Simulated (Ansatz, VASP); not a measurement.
**One calculation of ZnS, two programs**

```
Zn S
1.0
     0.00000    2.40969    3.40730
     2.40969    0.00000    3.40730
     2.40969    2.40969    0.00000
Zn S
1 1
Direct
  0.00000 0.00000 0.00000
  0.75000 0.75000 0.75000
```

Alike in both runs: task single point; functional PBEsol; k mesh 10 × 10 × 10; occupations gaussian, width 0.05 eV; no spin polarisation.

|  | VASP | Ansatz |
| --- | --- | --- |
| version | VASP 6.6.1 | Ansatz 0.2.0 |
| potentials or method | VASP PAW PBE potentials, release 64 (Zn, S) | scalar-relativistic, plane waves, PAW |
| plane-wave cutoff (eV) | 520 | 420 |
| valence electrons in the cell | 18 | 18 |

|  | VASP | Ansatz | Ansatz less VASP |
| --- | --- | --- | --- |
| gap on the k mesh at the Fermi level (eV) | 0.34 | 0.33 | -0.004 |
| least direct gap on the mesh (eV) | 0.37 | 0.37 | -0.004 |
| pressure (GPa) | -3.9 | -4.1 | -0.17 |
| largest component of the traceless stress (GPa) | 16.72 | 16.80 | +0.080 |

Caveats: the PAW data sets were made with another functional, which shifts forces and pressure a little (VASP). A k mesh can miss the band edges. Expect the measured gap to be larger: semilocal functionals such as PBEsol lack the derivative discontinuity.
